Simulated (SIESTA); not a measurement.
The system is TiC.

```
CELL_PARAMETERS angstrom
0.00000 2.16572 2.16572
2.16572 0.00000 2.16572
2.16572 2.16572 0.00000
ATOMIC_POSITIONS crystal
Ti 0.00000 0.00000 0.00000
C 0.50000 0.50000 0.50000
```

The cell is a database's computed one.

- Program: SIESTA 5.4.2
- Task: relaxation of cell and atoms
- Functional: LDA
- Potentials or basis: PseudoDojo 0.4 standard (LDA files)
- Basis: SZP (energy shift 0.005 Ry)
- Grid cutoff: 800 Ry
- Energy shift: 0.005 Ry
- k mesh: 11 × 11 × 11
- Occupations: fermi-dirac, width 0.05 eV
- Spin: no spin polarisation

At the start: pressure -11.6 GPa; volume 10.16 Å³/atom.

Problem. How do energy, volume and symmetry change on relaxing?

Solution. Over 6 steps the energy falls by 16.2 meV/atom and the volume is 9.72 Å³/atom (-4.3 %); space group Fm-3m (No. 225, to 0.05 Å).

The path:
| step | energy change (eV) | largest force (eV/Å) | pressure (GPa) | volume (Å³) |
| --- | --- | --- | --- | --- |
| 1 | 0.0000 | 0.0000 | -11.58 | 20.32 |
| 2 | -0.0051 | 0.0000 | -10.72 | 20.24 |
| 3 | -0.0323 | 0.0000 | 0.92 | 19.38 |
| 4 | -0.0325 | 0.0000 | -0.33 | 19.47 |
| 5 | -0.0325 | 0.0000 | 0.13 | 19.44 |
| 6 | -0.0325 | 0.0000 | -0.04 | 19.45 |

Final structure:
```yaml
crystal:
  lattice:
    - [0.00000, 2.13439, 2.13439]
    - [2.13439, 0.00000, 2.13439]
    - [2.13439, 2.13439, 0.00000]
  atoms:
    - { symbol: Ti, position: [0.00000, 0.00000, 0.00000] }
    - { symbol: C, position: [0.50000, 0.50000, 0.50000] }
```

Caveat: the basis of atomic orbitals isn't converged, which shifts pressures, moduli and gaps.
